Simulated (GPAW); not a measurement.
Set up this calculation in GPAW 26.7.0, as an ASE script.

```
Task                : single point
Functional          : PBEsol
Potentials or basis : PAW data sets generated in the run's folder for this functional
Cutoff              : 800 eV
Basis               : pw
k mesh              : 7 × 7 × 7
Occupations         : gaussian, width 0.02 eV
Spin                : no spin polarisation
Maxiter             : 150
```

The system is MgTe.

```
Te Mg
1.0
     0.00000    3.23200    3.23200
     3.23200    0.00000    3.23200
     3.23200    3.23200    0.00000
Te Mg
1 1
Direct
  0.25000 0.25000 0.25000
  0.00000 0.00000 0.00000
```

The cell comes from a database or a generator and needn't be the stable form of this composition.

One way to write it, as run:

run.py

```python
from ase import Atoms
from ase.dft.bandgap import bandgap
from ase.io import write
from ase.units import GPa
from gpaw import GPAW, PW, setup_paths

setup_paths.insert(0, '.')

atoms = Atoms(['Te', 'Mg'],
              cell=[[0.0, 3.2319988239, 3.2319988239],
                    [3.2319988239, 0.0, 3.2319988239],
                    [3.2319988239, 3.2319988239, 0.0]],
              scaled_positions=[[0.25, 0.25, 0.25],
                                [0.0, 0.0, 0.0]],
              pbc=True)

calc = GPAW(mode=PW(800),
            xc='PBEsol',
            kpts={'size': (7, 7, 7), 'gamma': True},
            occupations={'name': 'methfessel-paxton', 'order': 0, 'width': 0.02},
            nbands=16,
            convergence={'density': 1e-05, 'energy': 1e-05},
            maxiter=150,
            txt='gpaw.txt')
atoms.calc = calc
energy = atoms.get_potential_energy()
forces = atoms.get_forces()
stress = atoms.get_stress()
calc.write('gs.gpw')
write('result.traj', atoms)
print(f'Energy: {energy:.6f} eV')
print('Forces (eV/A):')
print(forces.round(4))
print('Stress (GPa):', (stress / GPa).round(3))
print('Fermi level:', round(calc.get_fermi_level(), 4), 'eV')
print(f'Gap: {bandgap(calc)[0]:.4f} eV, direct: {bandgap(calc, direct=True)[0]:.4f} eV')
```

Potentials or basis: PAW data sets generated in the run's folder for this functional, pw.

Launch:

```console
$ gpaw-setup -f PBEsol Mg Te
$ OMP_NUM_THREADS=1 python run.py
```

It gave:

The pressure is -0.4 GPa and the band gap on the k mesh is 2.31 eV, direct.

Caveat: spin-orbit coupling is left out, which moves the levels of the heavy elements.

Wall time 19 s on 1 thread of Arm Neoverse V2, with other jobs on the host, peak memory 0.19 GiB.
